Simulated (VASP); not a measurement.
# Pb (P6_3/mmc) in VASP: a series of runs

Runs on Pb. Level: PBEsol. Tasks: single point.

All numbers are computed with VASP 6.6.1; they aren't measurements. Logs are shortened: lines on timing, memory, paths and dates and some standing lists are left out, and cuts for length are marked.

### 1 The structure

It takes space group P6_3/mmc (No. 194, hexagonal). The conventional cell has a = 3.480 Å, b = 3.480 Å, c = 5.590 Å, α = 90.00°, β = 90.00°, γ = 120.00°. Pb (site symmetry -6m2) has 12 Pb at 3.44 to 3.48 Å as nearest neighbours.

This isn't the form of Pb at room conditions, which is fcc.

### 2 Single point, PBEsol

The input, INCAR:

```
PREC = Accurate
ENCUT = 450
EDIFF = 1E-6
ISMEAR = -1
SIGMA = 0.2
LREAL = False
LASPH = True
NELM = 100
ALGO = Normal
ISIF = 2
LWAVE = False
LCHARG = False
GGA = PS
ADDGRID = False
```

The input, KPOINTS:

```
regular mesh
0
Gamma
  14 14 8
```

The input, POSCAR:

```
Pb
1.0
    3.4800000000      0.0000000000      0.0000000000
   -1.7400000000      3.0137684052      0.0000000000
    0.0000000000      0.0000000000      5.5900000000
Pb
2
Direct
    0.6666666667      0.3333333333      0.7500000000
    0.3333333333      0.6666666667      0.2500000000
```

Potentials or basis: VASP PAW PBE potentials, release 64 (Pb_d).

Run with:

```sh
> cat potpaw_PBE.64/Pb_d/POTCAR > POTCAR
> mpirun -np 1 vasp_std > vasp.out
```

OUTCAR:

```text
PREC = Accurate
   ENCUT = 450
   EDIFF = 1E-6
   ISMEAR = -1
   LREAL = False
   LASPH = True
   NELM = 100
   ISIF = 2
   GGA = PS

 Found    120 irreducible k-points:

 Following reciprocal coordinates:
            Coordinates               Weight
  0.000000  0.000000  0.000000      1.000000
  0.071429  0.000000  0.000000      6.000000
  0.142857  0.000000  0.000000      6.000000
  0.214286  0.000000  0.000000      6.000000
  0.285714  0.000000  0.000000      6.000000
  0.357143  0.000000  0.000000      6.000000
   k-points           NKPTS =    120   k-points in BZ     NKDIM =    120   number of bands    NBANDS=     18
   number of dos      NEDOS =    301   number of ions     NIONS =      2
   total plane-waves  NPLWV =  23040
   dimension x,y,z NGX =    24 NGY =   24 NGZ =   40
   dimension x,y,z NGXF=    48 NGYF=   48 NGZF=   80
   ions per type =               2
   NGX,Y,Z   is equivalent  to a cutoff of  11.47, 11.47, 11.90 a.u.
   NGXF,Y,Z  is equivalent  to a cutoff of  22.93, 22.93, 23.79 a.u.
 SYSTEM =  unknown system
   PREC   = accura    normal or accurate (medium, high low for compatibility)
   ISTART =      0    job   : 0-new  1-cont  2-samecut
   ICHARG =      2    charge: 1-file 2-atom 10-const
   ISPIN  =      1    spin polarized calculation?
   LNONCOLLINEAR =      F non collinear calculations
   LSORBIT =      F    spin-orbit coupling
   LASPH  =      T    aspherical Exc in radial PAW
   ENCUT  =  450.0 eV  33.07 Ry    5.75 a.u.   6.02  6.02  9.67*2*pi/ulx,y,z
   NELM   =    100;   NELMIN=  2; NELMDL= -5     # of ELM steps
   EDIFF  = 0.1E-05   stopping-criterion for ELM
   LREAL  =      F    real-space projection
   EDIFFG = 0.1E-04   stopping-criterion for IOM
   NSW    =      0    number of steps for IOM
   IBRION =     -1    ionic relax: 0-MD 1-quasi-New 2-CG
   NFREE  =      0    steps in history (QN), initial steepest desc. (CG)
   ISIF   =      2    stress and relaxation
   ISYM   =      2    0-nonsym 1-usesym 2-fastsym
   POTIM  = 0.5000    time-step for ionic-motion
   TEBEG  =    0.0;   TEEND  =   0.0 temperature during run
   PSTRESS=    0.0 pullay stress
   NELECT =      28.0000    total number of electrons
   NUPDOWN=      -1.0000    fix difference up-down
   EMIN   =  10.00;   EMAX   =-10.00  energy-range for DOS
   EFERMI =   0.00;   METHOD = LEGACY
   ISMEAR =    -1;   SIGMA  =   0.20  broadening in eV -4-tet -1-fermi 0-gaus
   EFERMI_NEDOS =   21; number of points for ismear=-14 and -15
   IALGO  =     38    algorithm
   IMIX   =      4    mixing-type and parameters
     AMIX     =   0.40;   BMIX     =  1.00
     AMIX_MAG =   1.60;   BMIX_MAG =  1.00
  volume/ion in A,a.u.               =      29.31       197.82
  Fermi-wavevector in a.u.,A,eV,Ry     =   1.279658  2.418203 22.279870  1.637524
  Thomas-Fermi vector in A             =   2.412131
   LORBIT       =      0    0 simple, 1 ext, 2 COOP (PROOUT), +10 PAW based schemes
   GGA     = PS    functional components
   LHFCALC =     F    Hartree Fock is set to
   AEXX    =    0.0000 exact exchange contribution
   IVDW    =     0    specifies the selected vdW correction
   LEPSILON=     F    determine dielectric tensor
   LRPA    =     F    only Hartree local field effects (RPA)
 non-spin polarized calculation
  energy-cutoff  :      450.00
  volume of cell :       58.63
 maximum number of plane-waves:      1292
   NGX = 13   NGY = 13   NGZ = 19

 number of electron      28.0000001 magnetization

 Free energy of the ion-electron system (eV)
  ---------------------------------------------------
  ext. energy  EPLUGINS =         0.00000000
  ---------------------------------------------------
  free energy    TOTEN  =        -8.03697109 eV

  energy without entropy =       -7.89676530  energy(sigma->0) =       -7.96686820

 E-fermi :   7.4477     XC(G=0): -10.5064

 val. band max:        7.4472483020   @ k =   0.2857   0.0000   0.2500
 cond. band min:       7.4873159234   @ k =   0.4286   0.1429   0.2500
 fundamental gap:      0.0400676214
 Fermi energy:         7.4476994091

 k-point     1 :       0.0000    0.0000    0.0000
  band No.  band energies     occupation
      1      -9.5728      2.00000
      2      -9.5227      2.00000
      3      -9.5086      2.00000
      4      -9.5086      2.00000
      5      -9.4833      2.00000
      6      -9.4833      2.00000
[... 10 lines left out ...]
     17      14.9479      0.00000
     18      15.6186      0.00000

 k-point     2 :       0.0714    0.0000    0.0000
  band No.  band energies     occupation
      1      -9.5686      2.00000
      2      -9.5322      2.00000
      3      -9.4957      2.00000
      4      -9.4938      2.00000
      5      -9.4807      2.00000
      6      -9.4709      2.00000
[... 10 lines left out ...]
     17      15.1178      0.00000
     18      15.5105      0.00000

 k-point     3 :       0.1429    0.0000    0.0000
  band No.  band energies     occupation
      1      -9.5788      2.00000
      2      -9.5261      2.00000
      3      -9.4843      2.00000
      4      -9.4659      2.00000
      5      -9.4610      2.00000
      6      -9.4595      2.00000
[... 10 lines left out ...]
     17      14.9832      0.00000
     18      15.1222      0.00000

 k-point     4 :       0.2143    0.0000    0.0000
  band No.  band energies     occupation
      1      -9.6086      2.00000
      2      -9.5117      2.00000
      3      -9.4943      2.00000
      4      -9.4801      2.00000
      5      -9.4735      2.00000
      6      -9.4070      2.00000
[... 10 lines left out ...]
     17      13.8614      0.00000
     18      14.7262      0.00000

 k-point     5 :       0.2857    0.0000    0.0000
  band No.  band energies     occupation
      1      -9.6413      2.00000
      2      -9.5288      2.00000
      3      -9.5173      2.00000
      4      -9.5000      2.00000
      5      -9.4431      2.00000
      6      -9.3486      2.00000
[... 10 lines left out ...]
     17      12.4662      0.00000
     18      14.1820      0.00000

 k-point     6 :       0.3571    0.0000    0.0000
  band No.  band energies     occupation
      1      -9.6698      2.00000
      2      -9.5622      2.00000
      3      -9.5288      2.00000
      4      -9.5169      2.00000
      5      -9.4124      2.00000
      6      -9.3688      2.00000
[... 10 lines left out ...]
     17      11.0708      0.00000
     18      13.6847      0.00000

 [... further k-points ...]

------------------------ aborting loop because EDIFF is reached ----------------------------------------

  FORCE on cell =-STRESS in cart. coord.  units (eV):
  Direction    XX          YY          ZZ          XY          YZ          ZX
  --------------------------------------------------------------------------------------
  -------------------------------------------------------------------------------------
  Total        0.2111967      0.2111967      0.8317315      0.0000000      0.0000000      0.0000000
  in kB        5.7716062      5.7716062     22.7296530      0.0000000      0.0000000      0.0000000
  external PRESSURE =      11.4242885 kB  Pullay stress =       0.0000000 kB

 VOLUME and BASIS-vectors are now :
 -----------------------------------------------------------------------------
  energy-cutoff  :      450.00
  volume of cell :       58.63
      direct lattice vectors                 reciprocal lattice vectors
     3.480000000  0.000000000  0.000000000     0.287356322  0.165905250  0.000000000
    -1.740000000  3.013768405  0.000000000     0.000000000  0.331810500  0.000000000
     0.000000000  0.000000000  5.590000000     0.000000000  0.000000000  0.178890877

 POSITION                                       TOTAL-FORCE (eV/Angst)
 -----------------------------------------------------------------------------------
      1.74000      1.00459      4.19250         0.000000      0.000000      0.000000
     -0.00000      2.00918      1.39750        -0.000000     -0.000000      0.000000
 -----------------------------------------------------------------------------------
    total drift:                               -0.000000      0.000000      0.000000

  FREE ENERGIE OF THE ION-ELECTRON SYSTEM (eV)
  ---------------------------------------------------
  free  energy   TOTEN  =        -8.0369710869 eV

  energy  without entropy=       -7.8967653034  energy(sigma->0) =       -7.96686820
```

Run time: 21 s. Hardware: 1 thread of Intel Xeon 6975P-C (Granite Rapids), shared host; peak memory 0.21 GiB.

The run converged, but some of its settings lie outside the range that counts as converged, so its numbers aren't taken as properties of the crystal.

What came out:

* Free energy: -8.0370 eV
* Pressure: 1.1 GPa
* Band gap on the k mesh: none (metal or under the smearing width)

Caveat: the PAW data sets were made with another functional, which shifts forces and pressure a little.

### 3 Single point, PBEsol

INCAR is that of step 2.

KPOINTS is that of step 2.

The input, POSCAR:

```
Pb
1.0
    3.4800000000      0.0000000000      0.0000000000
   -1.7400000000      3.0137684052      0.0000000000
    0.0000000000      0.0000000000      5.5900000000
Pb
2
Direct
    0.6916670000      0.3496840000      0.7502860000
    0.3559200000      0.6835750000      0.2530120000
```

Potentials or basis: VASP PAW PBE potentials, release 64 (Pb_d).

Run with:

```sh
> cat potpaw_PBE.64/Pb_d/POTCAR > POTCAR
> mpirun -np 1 vasp_std > vasp.out
```

Wall time 2.1 min (1 thread of Intel Xeon 6975P-C (Granite Rapids), shared host); peak memory 0.6 GiB.

The run converged, but some of its settings lie outside the range that counts as converged, so its numbers aren't taken as properties of the crystal.

What came out:

```
Free energy            : -8.0367 eV
Pressure               : 1.2 GPa
Largest force          : 0.038 eV/Å
Band gap on the k mesh : none (metal or under the smearing width)
```

Caveat: the PAW data sets were made with another functional, which shifts forces and pressure a little.

### 4 Single point, PBEsol

Changes to INCAR since step 3:

```diff
@@ -4,3 +4,3 @@
 ISMEAR = -1
-SIGMA = 0.2
+SIGMA = 0.4
 LREAL = False
```

KPOINTS is that of step 3.

The input, POSCAR:

```
Pb
1.0
    3.4800000000      0.0000000000      0.0000000000
   -1.7400000000      3.0137684052      0.0000000000
    0.0000000000      0.0000000000      5.5900000000
Pb
2
Direct
    0.6666666667      0.3333333333      0.7500000000
    0.3333333333      0.6666666667      0.2500000000
```

Run with:

```sh
> cat potpaw_PBE.64/Pb_d/POTCAR > POTCAR
> mpirun -np 1 vasp_std > vasp.out
```

It took 20 s on 1 thread of Intel Xeon 6975P-C (Granite Rapids), shared host; peak memory 0.21 GiB.

The run converged, but some of its settings lie outside the range that counts as converged, so its numbers aren't taken as properties of the crystal.

What came out:

```
Free energy            : -8.2481 eV
Pressure               : 1.6 GPa
Band gap on the k mesh : none (metal or under the smearing width)
```

Caveat: the PAW data sets were made with another functional, which shifts forces and pressure a little.

### 5 Single point, PBEsol

INCAR is that of step 4.

KPOINTS is that of step 4.

The input, POSCAR:

```
Pb
1.0
    3.4800000000      0.0000000000      0.0000000000
   -1.7400000000      3.0137684052      0.0000000000
    0.0000000000      0.0000000000      5.5900000000
Pb
2
Direct
    0.6916670000      0.3496840000      0.7502860000
    0.3559200000      0.6835750000      0.2530120000
```

Run with:

```sh
> cat potpaw_PBE.64/Pb_d/POTCAR > POTCAR
> mpirun -np 1 vasp_std > vasp.out
```

It took 2.1 min on 1 thread of Intel Xeon 6975P-C (Granite Rapids), shared host; peak memory 0.6 GiB.

The run converged, but some of its settings lie outside the range that counts as converged, so its numbers aren't taken as properties of the crystal.

Results:

| Item | Value |
| --- | --- |
| Free energy | -8.2478 eV |
| Pressure | 1.6 GPa |
| Largest force | 0.040 eV/Å |
| Band gap on the k mesh | none (metal or under the smearing width) |

Caveat: the PAW data sets were made with another functional, which shifts forces and pressure a little.
